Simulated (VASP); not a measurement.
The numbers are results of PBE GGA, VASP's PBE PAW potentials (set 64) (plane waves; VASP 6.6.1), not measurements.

The input files of a VASP run:

**INCAR**
```
ALGO  =  Normal
EDIFF  =  1E-8
ENCUT  =  520
GGA  =  PE
IBRION  =  8
ISMEAR  =  0
LASPH  =  .TRUE.
LCHARG  =  .FALSE.
LEPSILON  =  .TRUE.
LMAXMIX  =  4
LREAL  =  .FALSE.
LWAVE  =  .FALSE.
NELM  =  100
NSW  =  1
PREC  =  Accurate
SIGMA  =  0.01
SYSTEM  =  BaF2
```

### POSCAR
```
BaF2
1
    0.0000000000     3.1442183820     3.1442183820
    3.1442183820     0.0000000000     3.1442183820
    3.1442183820     3.1442183820     0.0000000000
Ba F
1 2
Direct
  0.0000000000   0.0000000000   0.0000000000
  0.2500000000   0.2500000000   0.2500000000
  0.7500000000   0.7500000000   0.7500000000
```

KPOINTS:
```
Automatic
0
gamma
 6 6 6
0 0 0
```

POTCAR, in this order: Ba_sv F (PBE.64 set). Program: vasp_std.

The resulting files:

OSZICAR:
```
...
RMM:   4    -0.263297973457E+00   -0.99035E-04   -0.20874E-04  1058   0.422E-02
RMM:   5    -0.263308806266E+00   -0.10833E-04   -0.22893E-05   958   0.135E-02
RMM:   6    -0.263310218925E+00   -0.14127E-05   -0.42648E-06   859   0.475E-03
RMM:   7    -0.263310399968E+00   -0.18104E-06   -0.45297E-06   811   0.185E-03
RMM:   8    -0.263310423960E+00   -0.23992E-07   -0.94005E-07   764   0.507E-04
RMM:   9    -0.263310425712E+00   -0.17518E-08    0.12811E-07   707   0.179E-04
RMM:  10    -0.263310424912E+00    0.79989E-09   -0.21122E-08   523   0.709E-05
 Linear response to external field, progress :
  Direction:   1
       N       E                     dE             d eps       ncg     rms          rms(c)
RMM:   1    -0.246620477598E+00   -0.24662E+00   -0.59449E-01  1896   0.297E+00
RMM:   2    -0.250379537225E+00   -0.37591E-02   -0.32396E-02  1874   0.602E-01    0.808E-01
RMM:   3    -0.233844381565E+00    0.16535E-01   -0.20990E-02  1605   0.837E-01    0.435E-01
RMM:   4    -0.240459807466E+00   -0.66154E-02   -0.15206E-02  1584   0.770E-01    0.143E-01
RMM:   5    -0.246523441456E+00   -0.60636E-02   -0.97945E-04  1659   0.248E-01    0.166E-02
RMM:   6    -0.247201330744E+00   -0.67789E-03   -0.13222E-04  1885   0.544E-02    0.763E-03
RMM:   7    -0.247417913432E+00   -0.21658E-03   -0.10080E-05  1801   0.193E-02    0.225E-03
RMM:   8    -0.247383150651E+00    0.34763E-04   -0.16958E-06  1934   0.547E-03    0.100E-03
RMM:   9    -0.247398593517E+00   -0.15443E-04   -0.66640E-06  1881   0.247E-03    0.167E-04
RMM:  10    -0.247393473227E+00    0.51203E-05    0.10405E-06  1923   0.697E-04    0.129E-04
RMM:  11    -0.247395944802E+00   -0.24716E-05   -0.69228E-07  1698   0.259E-04    0.228E-05
RMM:  12    -0.247396241313E+00   -0.29651E-06    0.28901E-07  1222   0.804E-05    0.111E-05
RMM:  13    -0.247396378083E+00   -0.13677E-06   -0.64893E-09   733   0.524E-05    0.946E-07
 Linear response to external field, progress :
  Direction:   2
       N       E                     dE             d eps       ncg     rms          rms(c)
RMM:   1    -0.246654949269E+00   -0.24665E+00   -0.59483E-01  1906   0.297E+00
RMM:   2    -0.250379195516E+00   -0.37242E-02   -0.32351E-02  1886   0.610E-01    0.808E-01
RMM:   3    -0.233823887881E+00    0.16555E-01   -0.20915E-02  1610   0.838E-01    0.435E-01
RMM:   4    -0.240463796566E+00   -0.66399E-02   -0.15325E-02  1585   0.771E-01    0.143E-01
RMM:   5    -0.246515825008E+00   -0.60520E-02   -0.10161E-03  1681   0.250E-01    0.166E-02
RMM:   6    -0.247197564660E+00   -0.68174E-03   -0.13875E-04  1886   0.557E-02    0.775E-03
RMM:   7    -0.247418142031E+00   -0.22058E-03   -0.10302E-05  1811   0.198E-02    0.232E-03
RMM:   8    -0.247382324242E+00    0.35818E-04   -0.45874E-06  1949   0.569E-03    0.102E-03
RMM:   9    -0.247397993797E+00   -0.15670E-04    0.25736E-06  1888   0.253E-03    0.180E-04
RMM:  10    -0.247393418175E+00    0.45756E-05   -0.24630E-06  1946   0.727E-04    0.133E-04
RMM:  11    -0.247395532407E+00   -0.21142E-05   -0.62258E-07  1717   0.267E-04    0.326E-05
RMM:  12    -0.247396053136E+00   -0.52073E-06    0.34618E-08  1304   0.870E-05    0.135E-05
RMM:  13    -0.247396205018E+00   -0.15188E-06    0.10677E-08   734   0.542E-05    0.146E-06
 Linear response to external field, progress :
  Direction:   3
       N       E                     dE             d eps       ncg     rms          rms(c)
RMM:   1    -0.246657856955E+00   -0.24666E+00   -0.59486E-01  1904   0.297E+00
RMM:   2    -0.250379641595E+00   -0.37218E-02   -0.32355E-02  1886   0.610E-01    0.808E-01
RMM:   3    -0.233826711404E+00    0.16553E-01   -0.20926E-02  1607   0.838E-01    0.435E-01
RMM:   4    -0.240462686632E+00   -0.66360E-02   -0.15306E-02  1587   0.770E-01    0.143E-01
RMM:   5    -0.246515497028E+00   -0.60528E-02   -0.10141E-03  1677   0.250E-01    0.166E-02
RMM:   6    -0.247197542011E+00   -0.68204E-03   -0.13672E-04  1891   0.555E-02    0.773E-03
RMM:   7    -0.247418595165E+00   -0.22105E-03   -0.10374E-05  1815   0.197E-02    0.233E-03
RMM:   8    -0.247381986904E+00    0.36608E-04    0.48965E-06  1948   0.568E-03    0.102E-03
RMM:   9    -0.247397929464E+00   -0.15943E-04   -0.83143E-06  1885   0.254E-03    0.179E-04
RMM:  10    -0.247393362484E+00    0.45670E-05    0.64051E-07  1949   0.722E-04    0.133E-04
RMM:  11    -0.247395758962E+00   -0.23965E-05   -0.30620E-07  1726   0.280E-04    0.235E-05
RMM:  12    -0.247396056402E+00   -0.29744E-06    0.18459E-07  1291   0.843E-05    0.127E-05
RMM:  13    -0.247396209443E+00   -0.15304E-06    0.13891E-08   732   0.528E-05    0.134E-06
 Linear response DOF=           2
 Linear response progress:
  Degree of freedom:   1/  2
       N       E                     dE             d eps       ncg     rms          rms(c)
RMM:   1    -0.191719986451E+00   -0.19172E+00    0.11142E-01  1930   0.224E+00
RMM:   2    -0.199533747773E+00   -0.78138E-02   -0.27363E-02  1630   0.531E-01    0.919E-02
RMM:   3    -0.200253276120E+00   -0.71953E-03   -0.10782E-03  1839   0.139E-01    0.620E-02
RMM:   4    -0.200891012550E+00   -0.63774E-03   -0.12615E-04  1687   0.844E-02    0.103E-02
RMM:   5    -0.201012777037E+00   -0.12176E-03   -0.12973E-05  1911   0.162E-02    0.541E-03
RMM:   6    -0.201110223545E+00   -0.97447E-04   -0.11546E-06  1821   0.828E-03    0.101E-03
RMM:   7    -0.201115451372E+00   -0.52278E-05   -0.44563E-07  1913   0.226E-03    0.299E-04
RMM:   8    -0.201110709079E+00    0.47423E-05   -0.30628E-07  1887   0.844E-04    0.778E-05
RMM:   9    -0.201111956960E+00   -0.12479E-05    0.25928E-08  1979   0.237E-04    0.369E-05
RMM:  10    -0.201112720903E+00   -0.76394E-06    0.27271E-07  1988   0.931E-05    0.909E-06
RMM:  11    -0.201112768903E+00   -0.48000E-07   -0.45900E-09  2082   0.242E-05    0.388E-06
RMM:  12    -0.201112806565E+00   -0.37663E-07    0.79639E-09  1902   0.982E-06    0.162E-06
RMM:  13    -0.201112804682E+00    0.18837E-08    0.48746E-09  1723   0.330E-06    0.434E-07
 Linear response progress:
  Degree of freedom:   2/  2
       N       E                     dE             d eps       ncg     rms          rms(c)
RMM:   1    -0.537774371231E+00   -0.53777E+00    0.63905E-01  2754   0.509E+00
RMM:   2    -0.536385603747E+00    0.13888E-02   -0.76039E-03  2230   0.623E-01    0.846E-02
RMM:   3    -0.537843049119E+00   -0.14574E-02   -0.11262E-03  2675   0.197E-01    0.468E-02
RMM:   4    -0.539654800749E+00   -0.18118E-02   -0.38869E-04  2334   0.135E-01    0.105E-02
RMM:   5    -0.539691191436E+00   -0.36391E-04   -0.11185E-04  3072   0.358E-02    0.494E-03
RMM:   6    -0.539649504992E+00    0.41686E-04   -0.59956E-06  2993   0.115E-02    0.133E-03
RMM:   7    -0.539654827129E+00   -0.53221E-05   -0.97394E-07  3159   0.448E-03    0.597E-04
RMM:   8    -0.539646494349E+00    0.83328E-05    0.27282E-07  3254   0.160E-03    0.160E-04
RMM:   9    -0.539645914990E+00    0.57936E-06    0.24126E-07  3483   0.620E-04    0.693E-05
RMM:  10    -0.539646616958E+00   -0.70197E-06   -0.54218E-07  3091   0.241E-04    0.245E-05
RMM:  11    -0.539646454468E+00    0.16249E-06   -0.13777E-08  3453   0.812E-05    0.834E-06
RMM:  12    -0.539646492965E+00   -0.38497E-07   -0.93849E-08  3298   0.291E-05    0.148E-06
RMM:  13    -0.539646480852E+00    0.12112E-07   -0.43356E-08  3483   0.880E-06    0.889E-07
RMM:  14    -0.539646482886E+00   -0.20332E-08   -0.10042E-08  2901   0.298E-06    0.253E-07
 Linear response finished
```

File OUTCAR:
```
------------------------ aborting loop because EDIFF is reached ----------------------------------------

 HEAD OF MICROSCOPIC STATIC DIELECTRIC TENSOR (INDEPENDENT PARTICLE, excluding Hartree and local field effects)
 ------------------------------------------------------
           2.464973     0.000000    -0.000000
           0.000000     2.464973     0.000000
          -0.000000     0.000000     2.464973
 ------------------------------------------------------

 MACROSCOPIC STATIC DIELECTRIC TENSOR (including local field effects in DFT)
 ------------------------------------------------------
           2.314154    -0.000000     0.000000
           0.000000     2.314154     0.000000
           0.000000     0.000000     2.314154
 ------------------------------------------------------

 PIEZOELECTRIC TENSOR (including local field effects)  for field in x, y, z        (e  Angst)
          XX          YY          ZZ          XY          YZ          ZX
  --------------------------------------------------------------------------------
  x     0.00000     0.00000     0.00000     0.00000     0.00000     0.00000
  y     0.00000     0.00000     0.00000     0.00000     0.00000     0.00000
  z     0.00000     0.00000     0.00000     0.00000     0.00000     0.00000

 PIEZOELECTRIC TENSOR (including local field effects)  for field in x, y, z        (C/m^2)
          XX          YY          ZZ          XY          YZ          ZX
  --------------------------------------------------------------------------------
  x     0.00000     0.00000     0.00000     0.00000     0.00000     0.00000
  y     0.00000     0.00000     0.00000     0.00000     0.00000     0.00000
  z     0.00000     0.00000     0.00000     0.00000     0.00000     0.00000

 BORN EFFECTIVE CHARGES (including local field effects) (in |e|, cummulative output)
 ---------------------------------------------------------------------------------
 ion    1
    1     2.55561     0.00000     0.00000
    2     0.00000     2.55561     0.00000
    3     0.00000     0.00000     2.55561
 ion    2
    1    -1.27780     0.00000     0.00000
    2     0.00000    -1.27780     0.00000
    3     0.00000     0.00000    -1.27780
 ion    3
    1    -1.27780     0.00000     0.00000
    2     0.00000    -1.27780     0.00000
    3     0.00000     0.00000    -1.27780

   1 f  =    7.101606 THz    44.620709 2PiTHz  236.884092 cm-1    29.369871 meV
             X         Y         Z           dx          dy          dz
      0.000000  0.000000  0.000000     0.000000    0.000000    0.000000
      1.572109  1.572109  1.572109     0.000000    0.000000   -0.707107
      4.716328  4.716328  4.716328    -0.000000   -0.000000    0.707107

   2 f  =    7.101606 THz    44.620709 2PiTHz  236.884092 cm-1    29.369871 meV
             X         Y         Z           dx          dy          dz
      0.000000  0.000000  0.000000     0.000000   -0.000000   -0.000000
      1.572109  1.572109  1.572109    -0.188902   -0.681407   -0.000000
      4.716328  4.716328  4.716328     0.188902    0.681407    0.000000

   3 f  =    7.101606 THz    44.620709 2PiTHz  236.884092 cm-1    29.369871 meV
             X         Y         Z           dx          dy          dz
      0.000000  0.000000  0.000000    -0.000000    0.000000    0.000000
      1.572109  1.572109  1.572109     0.681407   -0.188902    0.000000
      4.716328  4.716328  4.716328    -0.681407    0.188902    0.000000

   4 f  =    5.089852 THz    31.980485 2PiTHz  169.779196 cm-1    21.049928 meV
             X         Y         Z           dx          dy          dz
      0.000000  0.000000  0.000000     0.055552    0.144148    0.435577
      1.572109  1.572109  1.572109    -0.075373   -0.195580   -0.590992
      4.716328  4.716328  4.716328    -0.075373   -0.195580   -0.590992

   5 f  =    5.089852 THz    31.980485 2PiTHz  169.779196 cm-1    21.049928 meV
             X         Y         Z           dx          dy          dz
      0.000000  0.000000  0.000000     0.395008   -0.238225    0.028459
      1.572109  1.572109  1.572109    -0.535947    0.323225   -0.038613
      4.716328  4.716328  4.716328    -0.535947    0.323225   -0.038613

   6 f  =    5.089852 THz    31.980485 2PiTHz  169.779196 cm-1    21.049928 meV
             X         Y         Z           dx          dy          dz
      0.000000  0.000000  0.000000     0.233399    0.368866   -0.151838
      1.572109  1.572109  1.572109    -0.316677   -0.500478    0.206013
      4.716328  4.716328  4.716328    -0.316677   -0.500478    0.206013

   7 f/i=    0.019370 THz     0.121708 2PiTHz    0.646128 cm-1     0.080110 meV
             X         Y         Z           dx          dy          dz
      0.000000  0.000000  0.000000    -0.762520   -0.351037    0.285911
      1.572109  1.572109  1.572109    -0.280999   -0.129362    0.105362
      4.716328  4.716328  4.716328    -0.280999   -0.129362    0.105362

   8 f/i=    0.019370 THz     0.121708 2PiTHz    0.646128 cm-1     0.080110 meV
             X         Y         Z           dx          dy          dz
      0.000000  0.000000  0.000000     0.261684    0.115267    0.839430
      1.572109  1.572109  1.572109     0.096434    0.042477    0.309342
      4.716328  4.716328  4.716328     0.096434    0.042477    0.309342

   9 f/i=    0.019370 THz     0.121708 2PiTHz    0.646128 cm-1     0.080110 meV
             X         Y         Z           dx          dy          dz
      0.000000  0.000000  0.000000     0.369450   -0.806160   -0.004474
      1.572109  1.572109  1.572109     0.136147   -0.297081   -0.001649
      4.716328  4.716328  4.716328     0.136147   -0.297081   -0.001649

 MACROSCOPIC STATIC DIELECTRIC TENSOR IONIC CONTRIBUTION
 ------------------------------------------------------
           6.076275     0.000000    -0.000000
           0.000000     6.076275     0.000000
          -0.000000     0.000000     6.076275
 ------------------------------------------------------

 ELASTIC MODULI CONTR FROM IONIC RELAXATION (kBar)
 Direction    XX          YY          ZZ          XY          YZ          ZX
 --------------------------------------------------------------------------------
 XX          -0.0000     -0.0000      0.0000     -0.0000      0.0000      0.0000
...
```
(Selected blocks of OUTCAR.)

The compound is BaF2 in the fluorite structure. It was relaxed first.
